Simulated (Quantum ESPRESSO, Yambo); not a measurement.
# GaN (F-43m): G0W0 on several meshes in Yambo, part 2 of 2

Aim: the GW shift of GaN (F-43m) against the k mesh.

Quantum ESPRESSO 7.5 and Yambo 5.3.0; PBE and many-body steps on it, plane waves. Known limits of the many-body steps: not at the basis limit; no spin-orbit coupling; coarse k mesh.

So far. Step 5 (Empty states on the mesh, 6×6×6 mesh, 81 bands): On this mesh the gap is 1.753 eV. Step 7 (6×6×6): Against G0W0 in Yambo (2×2×2 mesh, 81 bands, screening to 210.9 eV, Godby-Needs plasmon pole), the gap moves by +0.326 eV.

## 8. Empty states on the mesh, 8×8×8 mesh, 81 bands

This step: Quantum ESPRESSO 7.5; DFT, PBE, plane waves, norm-conserving pseudopotentials.

File pw.in:

```
&control
  calculation = 'nscf'
  prefix = 'x'
  outdir = 'o'
  pseudo_dir = 'pseudo'
/
&system
  ibrav = 0
  nat = 2
  ntyp = 2
  ecutwfc = 104.0
  nbnd = 81
  force_symmorphic = .true.
/
&electrons
  conv_thr = 1e-9
  electron_maxstep = 80
  diago_full_acc = .true.
  diago_thr_init = 5e-6
/
ATOMIC_SPECIES
  Ga 69.723 Ga.upf
  N 14.007 N.upf
CELL_PARAMETERS angstrom
  0.0000000000 2.2535006075 2.2535006075
  2.2535006075 0.0000000000 2.2535006075
  2.2535006075 2.2535006075 0.0000000000
ATOMIC_POSITIONS crystal
  Ga 0.0000000000 0.0000000000 0.0000000000
  N 0.7500000000 0.7500000000 0.7500000000
K_POINTS automatic
  8 8 8 0 0 0
```

Launch:

```bash
OMP_NUM_THREADS=1 mpirun -n 4 pw.x -nk 4 -in pw.in > pw.out
```

The log of the run:

```text
[banner, memory and clock lines left out]
Program PWSCF v.7.5 starts

     Atomic positions and unit cell read from directory:
     o/x.save/

     Message from routine setup:
     using ibrav=0 with symmetry is DISCOURAGED, use correct ibrav instead

     G-vector sticks info

     bravais-lattice index     =            0
     lattice parameter (alat)  =       6.0224  a.u.
     unit-cell volume          =     154.4542 (a.u.)^3
     number of atoms/cell      =            2
     number of atomic types    =            2
     number of electrons       =        26.00
[...]
21.9917  29.2607  30.4490  30.4490  30.4490  31.4228  31.4228  34.3362
[...]
131.7326

          k = 0.0884 0.0884-0.0884 (  2755 PWs)   bands (ev):

[...]
128.3421

          k = 0.1768 0.1768-0.1768 (  2764 PWs)   bands (ev):

[...]
99.8933  99.8933 102.8902 102.8902 103.4406 105.7965 110.0512 110.0512
   111.6181 114.7804 114.7804 115.9826 121.4206 121.4206 123.7656 124.0009
   124.0009

          k = 0.2652 0.2652-0.2652 (  2776 PWs)   bands (ev):

     [... further k-points ...]

     highest occupied, lowest unoccupied level (ev):    11.6293   13.3821

     XML data file, pseudopotentials, collected wavefunctions
```

The job ended after 12 s (4 MPI ranks of Arm Neoverse V1, shared host; peak memory 0.26 GiB; 47 s of CPU time).

This step gave:

| Quantity | Value |
| --- | --- |
| gap | 1.753 eV |
| k of the valence top | 0, 0, 0 |
| k of the conduction bottom | 0, 0, 0 |
| least direct gap | 1.753 eV |
| k points computed | 29 |
| lowest point of the top converged band, above the valence top | 106.8986 eV |

On this mesh the gap is 1.753 eV.

## 9. Conversion and set-up

This step: Yambo 5.3.0; conversion and set-up on PBE, plane waves, norm-conserving pseudopotentials.

Launch:

```bash
(cd o/x.save; p2y > p2y.log; mv SAVE ../..); yambo > setup.log
```

The log of the run:

```text
 Yambo, version 5.3.0

 [02] CORE Variables Setup
 =========================

  [02.01] Unit cells
  ==================

  Cell kind             :  FCC
  Atoms in the cell     :  Ga  N
  number of Ga atoms    :  1
  number of N  atoms    :  1

  List of atomic masses
  Mass of Ga    :  69.72300
  Mass of N     :  14.00700

  List of atomic coordinates    : [cc]
  Ga1       :  0.000000  0.000000  0.000000  order 1
  N1       :  6.387748  6.387748  6.387748  order 2

  Alat factors          :  4.258499  4.258499  4.258499 [a.u.]
  Direct lattice volume :  154.4542 [a.u.]
[...]
Q [ 1]         [rlu]:  0.000000  0.000000  0.000000
 Q [ 2]         [rlu]:  0.53785E-17  0.53785E-17  0.12500
 Q [ 3]         [rlu]:  0.10757E-16  0.10757E-16  0.25000
[...]
Q [ 8]         [rlu]: -0.16998E-16  0.12500      0.37500
 Q [ 9]         [rlu]: -0.15630E-16  0.12500      0.50000
 Q [10]         [rlu]: -0.59137E-16  0.12500     -0.37500
     [... 17 further rows ...]
 Q [28]         [rlu]:  0.125000 -0.500000 -0.375000
 Q [29]         [rlu]:  0.250000 -0.500000 -0.250000

  [03.01] X indexes
  =================

   [03.01.01] Sigma indexes
   ========================

 [06] Game Over & Game summary
```

The job ended after 3.1 s (1 MPI rank; peak memory 0.24 GiB).

## 10. 8×8×8

This step: G0W0 on PBE, plane waves, norm-conserving pseudopotentials.

File gw15.in:

```
HF_and_locXC
gw0
dyson
ppa
em1d
rim_cut
RandQpts= 1000000
RandGvec= 1 RL
EXXRLvcs= 104 Ry
VXCRLvcs= 416 Ry
Chimod= "HARTREE"
% BndsRnXp
 1 | 81 |
%
NGsBlkXp= 15.5 Ry
% LongDrXp
 1 | 1 | 1 |
%
% GbndRnge
 1 | 81 |
%
DysSolver= "n"
ExtendOut
PPAPntXp= 27.21138 eV
% QPkrange
 1 | 1 | 12 | 15 |
%
```

Launch:

```bash
OMP_NUM_THREADS=1 mpirun -n 4 yambo -F gw15.in -J gw15 -C gw15 > gw15.log
```

The log of the run:

```text
 Yambo, version 5.3.0

 [02] CORE Variables Setup
 =========================

  [... cell, symmetries and grids as in the set-up ...]

  [02.05] Energies & Occupations
  ==============================

  [X] === General ===
  [X] Electronic Temperature                        :  0.000000  0.000000 [eV K]
  [X] Bosonic    Temperature                        :  0.000000  0.000000 [eV K]
  [X] Finite Temperature mode                       : no
  [X] El. density                                   :  0.11360E+25 [cm-3]
[...]
Sx RL components                                 :  2741

   QP @ state[ 1 ] K range                          :  1  1
   QP @ state[ 1 ] b range                          :  12  15
   GF energies kind                                 : Perdew, Burke & Ernzerhof(X)+Perdew, Burke & Ernzerhof(C)
   GF WF`s kind                                     : Perdew, Burke & Ernzerhof(X)+Perdew, Burke & Ernzerhof(C)
   Xs energies kind                                 : Perdew, Burke & Ernzerhof(X)+Perdew, Burke & Ernzerhof(C)
   Xs WF`s kind                                     : Perdew, Burke & Ernzerhof(X)+Perdew, Burke & Ernzerhof(C)

 [11] Game Over & Game summary
```

Run time: 15 min. Hardware: 4 MPI ranks; peak memory 2.2 GiB; 61 min of CPU time.

Numbers from this step:

```
G0W0 gap on the points computed              : 2.588 eV
starting gap on the mesh                     : 1.753 eV
k of the valence top                         : 0, 0, 0
k of the conduction bottom                   : 0, 0, 0
least direct G0W0 gap on the computed points : 2.588 eV
```

Against G0W0 in Yambo (2×2×2 mesh, 81 bands, screening to 210.9 eV, Godby-Needs plasmon pole), the gap moves by +0.327 eV.

## 11. The runs together

Times are wall times on 4 MPI ranks of Arm Neoverse V1, shared host, good to a factor of about two.

| run | mesh | bands | screening cutoff (eV) | DFT gap (eV) | gap on the mesh (eV) | direct (eV) | time |
| --- | --- | --- | --- | --- | --- | --- | --- |
| 2×2×2 | 2×2×2 | 81 | 210.9 | 1.753 | 2.261 | 2.261 | 5.1 s |
| 6×6×6 | 6×6×6 | 81 | 210.9 | 1.753 | 2.587 | 2.587 | 3.9 min |
| 8×8×8 | 8×8×8 | 81 | 210.9 | 1.753 | 2.588 | 2.588 | 15 min |

## 12. Summary of results

| Item | Value |
| --- | --- |
| 2×2×2 | 2.261 eV |
| 6×6×6 | 2.587 eV |
| 8×8×8 | 2.588 eV |
| known limits | not at the basis limit; no spin-orbit coupling; coarse k mesh |

6×6×6: +0.326 eV against 2×2×2. 8×8×8: +0.327 eV against 2×2×2. Bands and cutoff are finite, so the gap is not at the basis limit. The miss can reach some tenths of an eV and take either sign; the mesh is an error of its own. In the G0W0 runs levels were corrected at 1 k point alone, so a gap called «on the mesh» is the least over those, and an edge elsewhere would be missed. The 2×2×2 mesh is coarse for this cell, which bears on the long-range parts of exchange and screening. The many-body steps are scalar-relativistic: spin-orbit coupling is not in them.

[Paths, hosts, dates, memory and timing lines, banners, echoed tables and standing remarks are left out of the program output.]

[Logs are printed without paths, hosts, clocks, repeated set-up lines and the standing remarks that a program may print on its own settings, such as how far it seeks lower states.]

[Runs of the session that timed out or met a known fault of the program may be left out.]

[Hosts, paths, dates, database ids (printed as entryN), source tags and the programs' standing remarks are cut or masked in the printed files.]
